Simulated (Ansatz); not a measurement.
CsBr:
```xyz
2
Lattice="4.3237 0.0000 0.0000 0.0000 4.3237 0.0000 0.0000 0.0000 4.3237" Properties=species:S:1:pos:R:3 pbc="T T T"
Cs     0.0000     0.0000     0.0000
Br     2.1619     2.1619     2.1619
```

Tensor components refer to the Cartesian frame of this cell.

### Question
Give the high-frequency dielectric tensor and the Born effective charge tensors of the independent atoms from DFPT, r²SCAN in the plane-wave PAW code Ansatz.

### Answer

ε∞:
```
2.86  0.00  0.00
0.00  2.86  0.00
0.00  0.00  2.86
```
Z* of atom 1 (Cs), rows: field, columns: displacement, in e:
```
1.29  0.00  0.00
0.00  1.29  0.00
0.00  0.00  1.29
```
Z* of atom 2 (Br), rows: field, columns: displacement, in e:
```
-1.29   0.00   0.00
 0.00  -1.29   0.00
 0.00   0.00  -1.29
```

Static charges for comparison (Bader): Cs1 +0.84, Br2 -0.84 e. Born charges measure polarisation by displacement and can exceed these by far.

Space group Pm-3m (CsCl type). Symmetry was held in the r²SCAN relaxation. Scalar-relativistic: spin–orbit coupling is off unless named, which matters more the heavier the elements.

Potentials: the later of the program's two PAW sets.
